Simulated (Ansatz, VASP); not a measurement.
BP: VASP beside Ansatz

INCAR

```
SYSTEM = BP
PREC = Accurate ; ENCUT = 520
EDIFF = 1E-6 ; ISMEAR = 0
SIGMA = 0.05 ; LREAL = .False.
LASPH = .True. ; NELM = 60
ALGO = Normal ; ISIF = 2
LWAVE = .False. ; LCHARG = .False.
GGA = PE ; NBANDS = 11
```

KPOINTS

```
regular mesh
0
Gamma
  12 12 12
  0 0 0
```

POSCAR

```
BP
1.0
    0.0000000000      2.4007475105      2.0406353839
    2.4007475105      0.0000000000      2.0406353839
    2.4007475105      2.4007475105      0.0000000000
B P
1 1
Direct
    0.0000000000      0.0000000000      0.0000000000
    0.7500000000      0.7500000000      0.7500000000
```

Input for Ansatz:

```yaml
crystal:
  lattice:
    - [0.0, 2.4007475105, 2.0406353839]
    - [2.4007475105, 0.0, 2.0406353839]
    - [2.4007475105, 2.4007475105, 0.0]
  atoms:
    - { symbol: B, position: [0.0, 0.0, 0.0] }
    - { symbol: P, position: [0.75, 0.75, 0.75] }
basis:
  ecutwfc: 420
kpoints:
  mp_grid: { grid: [12, 12, 12] }
hamiltonian:
  xc: pbe
scf:
  occupations: { method: gaussian, width: 0.05 }
output:
  forces: true
  stress: true
  eigenvalues: true
```

Alike in both runs: task single point; functional PBE; k mesh 12 × 12 × 12; occupations gaussian, width 0.05 eV; no spin polarisation.

|  | VASP | Ansatz |
| --- | --- | --- |
| version | VASP 6.6.1 | Ansatz 0.2.0 |
| potentials or method | VASP PAW PBE potentials, release 64 (B, P) | scalar-relativistic, plane waves, PAW |
| plane-wave cutoff (eV) | 520 | 420 |
| valence electrons in the cell | 8 | 8 |

|  | VASP | Ansatz | Ansatz less VASP |
| --- | --- | --- | --- |
| gap on the k mesh at the Fermi level (eV) | none | none | - |
| pressure (GPa) | -1.0 | -0.8 | +0.23 |
| largest component of the traceless stress (GPa) | 21.14 | 21.14 | -0.003 |

A gap of «none» marks a metal or a gap that the smearing closes. With one functional, cell and mesh, what is left measures potentials, basis and numerics.
